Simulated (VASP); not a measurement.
# Ba8O7 (a cell with a defect) in VASP: a series of runs, part 2 of 2

VASP 6.6.1.

### 5 Single point, PBE

INCAR

```
SYSTEM = Ba8O7
PREC = Accurate
ENCUT = 520
EDIFF = 1E-7
ISMEAR = 0
SIGMA = 0.1
LREAL = Auto
LASPH = .True.
NELM = 60
ALGO = Normal
ISIF = 2
LWAVE = .False.
LCHARG = .False.
GGA = PE
NBANDS = 74
```

KPOINTS

```
regular mesh
0
Gamma
  2 2 2
  0 0 0
```

POSCAR

```
Ba8O7
1.0
    0.0000000000      5.5571560000      5.5571560000
    5.5571560000      0.0000000000      5.5571560000
    5.5571560000      5.5571560000      0.0000000000
Ba O
8 7
Direct
   -0.0152439485     -0.0006875819      0.0075223730
    0.0247944272      0.0091720477      0.4825623934
    0.0006484432      0.4994620450     -0.0225614505
    0.0005884305      0.4994338831      0.5216322882
    0.5030312268     -0.0030704555     -0.0290648670
    0.5029786819     -0.0030954683      0.5282448432
    0.4908451373      0.4751936062      0.0165525315
    0.5006889315      0.5151591030      0.4916355596
    0.2452627747      0.2548253999      0.7495405024
    0.2443135482      0.7482650298      0.2468387607
    0.2442628028      0.7483182945      0.7596714039
    0.7517316411      0.2557066960      0.2523009971
    0.7517803171      0.2556913104      0.7393786498
    0.3700108473      1.1301604634      0.2494700527
    0.7717807454      0.7282556041      0.7495540885
```

Started as:

```console
cat potpaw_PBE.64/Ba_sv/POTCAR potpaw_PBE.64/O/POTCAR > POTCAR
mpirun -np 1 vasp_std > vasp.out
```

Run time: 5.5 min. Hardware: 1 thread of Intel Xeon 6975P-C (Granite Rapids), shared host; peak memory 0.52 GiB.

It converged, with:

```yaml
Free_energy: -82.9532 eV
Pressure: 3.5 GPa
Largest_force: 1.308 eV/Å
Band_gap_on_the_k_mesh: none (metal or under the smearing width)
```

Forces in eV/Å, atoms in the order of the input:
```
Ba  -0.073  0.075  0.147
Ba   0.006 -0.007 -0.056
Ba   0.104  0.300 -0.003
Ba  -0.301 -0.104 -0.001
Ba  -0.131  0.123  0.000
Ba  -0.122  0.132  0.001
Ba   0.006 -0.005  0.057
Ba  -0.076  0.075 -0.145
O   -0.131  0.131 -0.001
O   -0.039  0.043  0.012
O   -0.044  0.039  0.015
O   -0.045  0.037 -0.014
O   -0.038  0.043 -0.012
O    0.924 -0.926 -0.001
O   -0.041  0.043  0.000
```

Stress tensor (GPa, compression positive):
```
4.40 1.06 0.00
1.06 4.40 0.00
0.00 0.00 1.68
```

Levels at points of the mesh, in eV from the Fermi level:
```csv
k point,band 58,band 59,band 60,band 61,band 62,band 63
"(0.00, 0.00, 0.00)",-2.53,-2.47,-2.46,-0.85,-0.49,-0.20
"(0.50, 0.00, 0.00)",-3.11,-3.11,-2.91,0.04,0.46,0.72
"(0.00, 0.50, 0.00)",-3.11,-3.11,-2.91,0.04,0.46,0.72
"(0.00, 0.00, 0.50)",-3.09,-3.09,-2.79,0.05,0.37,0.66
"(0.50, 0.50, 0.50)",-3.09,-3.09,-2.79,0.05,0.37,0.66
"(0.50, 0.50, 0.00)",-2.68,-2.62,-2.61,-0.36,0.57,0.59
"(0.00, 0.50, 0.50)",-2.63,-2.62,-2.56,-0.31,0.41,0.69
"(0.50, 0.00, 0.50)",-2.63,-2.62,-2.56,-0.31,0.41,0.69
```

Caveat: the k mesh is coarse (spacing up to 0.49 Å⁻¹), so the values aren't converged. The run has no spin-orbit coupling, so splittings on Ba are missing.

### 6 Single point, PBE

INCAR

```
ALGO     = Fast           # electronic algorithm
EDIFF    = 1E-6           # SCF threshold, eV
ENCUT    = 520            # plane-wave cutoff, eV
GGA      = PE             # functional
ISIF     = 2              # what is computed and relaxed
ISMEAR   = 0              # smearing method
LASPH    = True           # aspherical terms in the spheres
LCHARG   = True           # write CHGCAR
LELF     = True           # ELF
LREAL    = Auto         
LVHAR    = True         
LWAVE    = False          # write WAVECAR
NBANDS   = 74             # bands
NELM     = 60             # most SCF steps
PREC     = Accurate       # precision mode
SIGMA    = 0.1            # smearing width, eV
```

KPOINTS

```
k-points
0
Gamma
  2 2 2
```

POSCAR

```
Ba8O7
1.0
    0.0000000000      5.5571560000      5.5571560000
    5.5571560000      0.0000000000      5.5571560000
    5.5571560000      5.5571560000      0.0000000000
Ba O
8 7
Direct
    0.0063982368      0.0046984465     -0.0059906542
    0.0008793167     -0.0008408078      0.4995361836
    0.0064115530      0.4936303750     -0.0060077493
    0.0064147021      0.4936203878      0.5050816461
    0.4953400624      0.0046995262     -0.0059964126
    0.4953297154      0.0047046547      0.5050784070
    0.5008784169      0.4991597321     -0.0004576981
    0.4953381730      0.4936333441      0.5050731885
    0.2508772473      0.2491513645      0.7495591270
    0.2508875043      0.7491553233      0.2495461707
    0.2508735583      0.7491377784      0.7495243070
    0.7508964118      0.2491287810      0.2495340242
    0.7508871444      0.2491582025      0.7495566077
    0.2508954220      1.2491555033      0.2495728031
    0.7508855249      0.7491439866      0.7495819804
```

Potentials or basis: VASP PAW PBE potentials, release 64 (Ba_sv, O).

Started as:

```console
cat potpaw_PBE.64/Ba_sv/POTCAR potpaw_PBE.64/O/POTCAR > POTCAR
mpirun -np 1 vasp_std > vasp.out
```

Run time: 6.3 min. Hardware: 1 thread of Intel Xeon 6975P-C (Granite Rapids), shared host; peak memory 0.54 GiB.

The run converged. Its results:

```
Free energy            : -83.7904 eV
Pressure               : 2.5 GPa
Largest force          : 0.067 eV/Å
Band gap on the k mesh : none (metal or under the smearing width)
```

Forces in eV/Å, atoms in the order of the input:
```
Ba   0.000  0.000 -0.066
Ba   0.000  0.000  0.000
Ba   0.067  0.000  0.000
Ba   0.000 -0.065  0.000
Ba   0.001  0.066  0.000
Ba  -0.066  0.000  0.000
Ba   0.000  0.000  0.000
Ba   0.000  0.000  0.065
O    0.000  0.000  0.000
O    0.000 -0.001  0.000
O    0.000  0.000  0.001
O    0.000 -0.001  0.000
O    0.000  0.000  0.000
O    0.000 -0.001  0.000
O    0.000 -0.001  0.000
```

Levels at points of the mesh, in eV from the Fermi level:
```
           k point  band 56  band 57  band 58  band 59  band 60  band 61  band 62  band 63  band 64  band 65
(0.00, 0.00, 0.00)    -2.50    -2.50    -2.36    -2.36    -2.36    -0.90    -0.49    -0.49    -0.49     1.54
(0.50, 0.00, 0.00)    -3.13    -3.07    -3.07    -3.06    -3.06     0.05     0.36     0.81     0.81     1.17
(0.00, 0.50, 0.00)    -3.13    -3.07    -3.07    -3.06    -3.06     0.05     0.36     0.81     0.81     1.17
(0.00, 0.00, 0.50)    -3.13    -3.07    -3.07    -3.06    -3.06     0.05     0.36     0.81     0.81     1.17
(0.50, 0.50, 0.50)    -3.13    -3.07    -3.07    -3.06    -3.06     0.05     0.36     0.81     0.81     1.17
(0.50, 0.50, 0.00)    -2.64    -2.60    -2.60    -2.52    -2.52    -0.43     0.40     0.64     1.30     1.52
(0.00, 0.50, 0.50)    -2.64    -2.60    -2.60    -2.52    -2.52    -0.43     0.40     0.64     1.30     1.52
(0.50, 0.00, 0.50)    -2.64    -2.60    -2.60    -2.52    -2.52    -0.43     0.40     0.64     1.30     1.52
```

Caveat: the k mesh is coarse (spacing up to 0.49 Å⁻¹), so the values aren't converged. Spin-orbit coupling is left out, which matters for the levels of Ba.

### 7 Summary

| cell | gap on the mesh (eV) | pressure (GPa) | largest force (eV/Å) |
| --- | --- | --- | --- |
| P1, 22.88 Å³/atom | none | 4.3 | 0.32 |
| Cm, 22.88 Å³/atom | none | 3.5 | 1.31 |
| Fm-3m, 22.88 Å³/atom | none | 2.5 | 0.07 |

Some of these runs hold the atoms at other places in the same cell, which the table doesn't show; runs alike in all that it shows share one row.

Alike in all rows: task single point; level PBE; potentials or basis VASP PAW PBE potentials, release 64 (Ba_sv, O); no spin polarisation; k mesh 2 × 2 × 2; cutoff (eV) 520; smearing gaussian 0.1 eV; the mesh is coarse, so values aren't converged.

Caveats: all runs use coarse meshes.

Absolute energies hang on the potentials; compare differences alone.
